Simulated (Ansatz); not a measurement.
ZrSi31: frames of a relaxation, Zr_Si, charge +0, atoms relaxed at the host's cell

All numbers are calculated (PBE, no spin polarisation, no spin-orbit coupling; Ansatz, PAW set soft_2, 420 eV, k-mesh 2×2×2 shifted by half a step), not measured.

Positions in Å and forces in eV/Å; free energies count from the last frame.

```
32
Lattice="-5.470 -5.470 -5.470 5.470 5.470 -5.470 5.470 -5.470 5.470" Properties=species:S:1:pos:R:3:forces:R:3 pbc="T T T" step=1 dE=1.561eV
Zr    4.103   -1.368   -4.103    0.000    0.000    0.000
Si    4.103   -4.103   -1.368   -0.010   -0.068    0.068
Si    6.838   -1.368   -1.368    0.068    0.010    0.068
Si   -1.368   -1.368   -4.103    0.000    0.000    0.000
Si    1.368    1.368   -4.103   -0.068    0.068   -0.010
Si    4.103    4.103   -4.103    0.000    0.000    0.000
Si   -1.368   -4.103   -1.368   -0.010    0.068   -0.068
Si    1.368   -1.368   -1.368   -0.068   -0.010    0.068
Si    4.103    1.368   -1.368    0.010    0.068    0.068
Si    1.368   -1.368   -6.838   -0.068    0.010   -0.068
Si    1.368   -4.103    1.368    0.068    0.068    0.010
Si    4.103   -1.368    1.368    0.000    0.000    0.000
Si    1.368   -4.103   -4.103   -0.068   -0.068    0.010
Si    4.103   -4.103    4.103    0.010   -0.068   -0.068
Si    1.368   -6.838   -1.368    0.068   -0.010   -0.068
Si   -4.103   -4.103   -4.103    0.068   -0.068   -0.010
Si    5.470   -2.735   -2.735    2.042   -2.042    2.042
Si    0.000    0.000   -5.470   -0.024   -0.027    0.027
Si    2.735    2.735   -5.470    0.027    0.024    0.027
Si    0.000   -2.735   -2.735   -0.024    0.027   -0.027
Si    2.735    0.000   -2.735   -2.042    2.042    2.042
Si    5.470    2.735   -2.735   -0.027    0.024   -0.027
Si    0.000   -5.470    0.000    2.042    2.042   -2.042
Si    2.735   -2.735    0.000    0.027    0.027    0.024
Si    5.470    0.000    0.000   -0.027   -0.027    0.024
Si    2.735   -2.735   -5.470   -2.042   -2.042   -2.042
Si    2.735   -5.470    2.735    0.024   -0.027   -0.027
Si    0.000   -8.205   -2.735   -0.027    0.027   -0.024
Si    2.735   -5.470   -2.735    0.027   -0.024   -0.027
Si    0.000    0.000    0.000   -0.027   -0.024    0.027
Si   -2.735   -2.735   -5.470    0.024    0.027    0.027
Si    2.735    0.000   -8.205    0.027   -0.027   -0.024
```

```
32
Lattice="-5.470 -5.470 -5.470 5.470 5.470 -5.470 5.470 -5.470 5.470" Properties=species:S:1:pos:R:3:forces:R:3 pbc="T T T" step=2 dE=0.050eV
Zr    4.103   -1.368   -4.103    0.000    0.000    0.000
Si    4.094   -4.132   -1.339    0.039    0.000    0.000
Si    6.867   -1.359   -1.339    0.000   -0.039    0.000
Si   -1.368   -1.368   -4.103    0.000    0.000    0.000
Si    1.339    1.396   -4.112    0.000    0.000    0.039
Si    4.103    4.103   -4.103    0.000    0.000    0.000
Si   -1.376   -4.074   -1.396    0.039    0.000    0.000
Si    1.339   -1.376   -1.339    0.000    0.039    0.000
Si    4.112    1.396   -1.339   -0.039    0.000    0.000
Si    1.339   -1.359   -6.867    0.000   -0.039    0.000
Si    1.396   -4.074    1.376    0.000    0.000   -0.039
Si    4.103   -1.368    1.368    0.000    0.000    0.000
Si    1.339   -4.132   -4.094    0.000    0.000   -0.039
Si    4.112   -4.132    4.074   -0.039    0.000    0.000
Si    1.396   -6.847   -1.396    0.000    0.039    0.000
Si   -4.074   -4.132   -4.112    0.000    0.000    0.039
Si    5.584   -2.849   -2.621    0.257   -0.257    0.257
Si    0.000   -0.009   -5.462   -0.110   -0.092    0.092
Si    2.744    2.735   -5.462    0.092    0.110    0.092
Si    0.000   -2.727   -2.744   -0.110    0.092   -0.092
Si    2.621    0.114   -2.621   -0.257    0.257    0.257
Si    5.462    2.735   -2.744   -0.092    0.110   -0.092
Si    0.114   -5.356   -0.114    0.257    0.257   -0.257
Si    2.744   -2.727    0.000    0.092    0.092    0.110
Si    5.462   -0.009    0.000   -0.092   -0.092    0.110
Si    2.621   -2.849   -5.584   -0.257   -0.257   -0.257
Si    2.735   -5.479    2.727    0.110   -0.092   -0.092
Si   -0.009   -8.197   -2.735   -0.092    0.092   -0.110
Si    2.744   -5.470   -2.744    0.092   -0.110   -0.092
Si   -0.009    0.000    0.009   -0.092   -0.110    0.092
Si   -2.735   -2.727   -5.462    0.110    0.092    0.092
Si    2.744   -0.009   -8.205    0.092   -0.092   -0.110
```

```
32
Lattice="-5.470 -5.470 -5.470 5.470 5.470 -5.470 5.470 -5.470 5.470" Properties=species:S:1:pos:R:3:forces:R:3 pbc="T T T" step=4 dE=0.000eV
Zr    4.103   -1.368   -4.103    0.000    0.000    0.000
Si    4.095   -4.139   -1.331    0.016    0.010   -0.010
Si    6.874   -1.360   -1.331   -0.010   -0.016   -0.010
Si   -1.368   -1.368   -4.103    0.000    0.000    0.000
Si    1.331    1.404   -4.110    0.010   -0.010    0.016
Si    4.103    4.103   -4.103    0.000    0.000    0.000
Si   -1.375   -4.066   -1.404    0.016   -0.010    0.010
Si    1.331   -1.375   -1.331    0.010    0.016   -0.010
Si    4.110    1.404   -1.331   -0.016   -0.010   -0.010
Si    1.331   -1.360   -6.874    0.010   -0.016    0.010
Si    1.404   -4.066    1.375   -0.010   -0.010   -0.016
Si    4.103   -1.368    1.368    0.000    0.000    0.000
Si    1.331   -4.139   -4.095    0.010    0.010   -0.016
Si    4.110   -4.139    4.066   -0.016    0.010    0.010
Si    1.404   -6.845   -1.404   -0.010    0.016    0.010
Si   -4.066   -4.139   -4.110   -0.010    0.010    0.016
Si    5.609   -2.874   -2.596   -0.016    0.016   -0.016
Si   -0.004   -0.017   -5.453   -0.020   -0.013    0.013
Si    2.752    2.739   -5.453    0.013    0.020    0.013
Si   -0.004   -2.718   -2.752   -0.020    0.013   -0.013
Si    2.596    0.139   -2.596    0.016   -0.016   -0.016
Si    5.453    2.739   -2.752   -0.013    0.020   -0.013
Si    0.139   -5.331   -0.139   -0.016   -0.016    0.016
Si    2.752   -2.718    0.004    0.013    0.013    0.020
Si    5.453   -0.017    0.004   -0.013   -0.013    0.020
Si    2.596   -2.874   -5.609    0.016    0.016    0.016
Si    2.739   -5.487    2.718    0.020   -0.013   -0.013
Si   -0.017   -8.188   -2.739   -0.013    0.013   -0.020
Si    2.752   -5.474   -2.752    0.013   -0.020   -0.013
Si   -0.017   -0.004    0.017   -0.013   -0.020    0.013
Si   -2.731   -2.718   -5.453    0.020    0.013    0.013
Si    2.752   -0.017   -8.209    0.013   -0.013   -0.020
```
